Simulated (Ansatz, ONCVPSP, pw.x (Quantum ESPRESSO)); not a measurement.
## W (fcc): variants of one ONCV potential in the solid

ONCVPSP 4.0.1.1 (patched build) input, shortened (lines: element, Z, core and valence counts, functional; n l f; lmax; l rc ep ncon nbas qcut; lloc lpopt rc5 dvloc0; l nproj debl; icmod fcfact rcfact), PBE, scalar-relativistic:

```
  W 74.00   10    4        4      upf
    1    0    2.00
    2    0    2.00
    2    1    6.00
    3    0    2.00
    3    1    6.00
    3    2   10.00
    4    0    2.00
    4    1    6.00
    4    2   10.00
    4    3   14.00
    5    0    2.00
    5    1    6.00
    5    2    4.00
    6    0    1.75
    2
    0    1.60    0.00    4    8    9.20
    1    1.50    0.00    4    7    9.10
    2    1.70    0.00    3    6    6.10
    4    4    1.00    1.00
    0    2    1.60
    1    1    2.70
    2    2    2.20
    4    0.70    0.00
```

Crystal test: fcc W in pw.x 7.5, no spin, 14³ k-points, Fermi–Dirac smearing 0.01 Ry, cutoffs set for each file from its atomic test. The reference is all-electron LAPW (Ansatz 0.2.0) with the same functional, mesh and smearing; V0 and B0 come from Birch–Murnaghan fits to the pressures at five volumes. Errors are pseudo minus all-electron; Δ is the rms difference of the E(V) curves that follow from these fits, minima aligned, over ±6 % about the mean V0. Mesh and smearing are coarse, so the numbers serve the comparison and aren't converged zero-temperature values; the lattice is a test structure that the element need not adopt.

All-electron: a0 = 4.039 Å (V0 = 16.47 Å³/atom), B0 = 280.9 GPa.

Base: This is a poor potential for the solid.

1 further variants are left out: they gave no file fit for a test, a broken result, the same result as the base, or pressures whose basis-set error rivals the error shown.

```tsv
change	cutoffs (Ry)	pw.x	a0 (Å)	a0 error (%)	B0 error (%)	Δ (meV/atom)	mean pressure error (GPa)
base	80/320	converged	4.016	-0.56	+1.9	17.1	-4.72
local potential polynomial inside 0.82 bohr (lpopt 4, dvloc0 1 Ha)	80/320	converged; bound ghost	4.009	-0.74	+3.3	22.7	-6.24
local potential polynomial inside 1.45 bohr (lpopt 3, dvloc0 -1 Ha)	80/320	converged	4.022	-0.44	+1.3	13.3	-3.66
core correction none	80/320	converged	4.016	-0.56	+1.9	17.2	-4.73
```

(1) Give the row for: s: qcut 8.8; p: qcut 8.7; d: qcut 5.8.

Results:

(1) pw.x: converged; mean pressure error (GPa): -4.76; a0 (Å): 4.016; a0 error (%): -0.57; B0 error (%): +2.0; Δ (meV/atom): 17.3.
